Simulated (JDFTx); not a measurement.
The system is C.

```
C
1.0
     0.00000    1.78337    1.78337
     1.78337    0.00000    1.78337
     1.78337    1.78337    0.00000
C
2
Direct
  0.75000 0.75000 0.75000
  0.50000 0.50000 0.50000
```

This isn't the form of C at room conditions, which is graphite.

Program: JDFTx 1.7.0 (patched build). Alike in all runs: task single point; no spin polarisation; cell as given.

Problem. Order these runs on this cell by their band gap on the k mesh, lowest first.
A. level GLLB-SC; potentials or basis PseudoDojo-SR-PBE-0.5-standard; k mesh 13 × 13 × 13; cutoff (eV) 1116; smearing fixed; SCF threshold on the energy 1e-09 Ha; SCF threshold on the residual 1e-05; mesh quality not flagged
B. level PBEsol; potentials or basis PseudoDojo-SR-PBEsol-0.4.1-standard; k mesh 13 × 13 × 13; cutoff (eV) 1116; smearing fermi-dirac 0.05 eV; SCF threshold on the energy 1e-09 Ha; mesh quality not flagged
C. level HSE06; potentials or basis PseudoDojo-SR-PBE-0.5-standard; k mesh 5 × 5 × 5; cutoff (eV) 1007; smearing fermi-dirac 0.05 eV; SCF threshold on the energy 1e-07 Ha; mesh quality coarse
D. level HSEsol; potentials or basis PseudoDojo-SR-PBE-0.5-standard; k mesh 5 × 5 × 5; cutoff (eV) 1007; smearing fermi-dirac 0.05 eV; SCF threshold on the energy 1e-07 Ha; mesh quality coarse

Solution. B (4.05 eV), A (4.40 eV), D (5.12 eV), C (5.32 eV).

Caveats: some runs use coarse meshes; an odd mesh through Γ misses points on the zone boundary, where band edges often lie; the hybrid runs on potentials with a model core (some runs); the empty levels aren't tightly converged (some runs); versions of the library of functionals differ on this one, in energies and forces (some runs); the gap lacks the derivative discontinuity (some runs).

Not every run made on this cell is shown here.
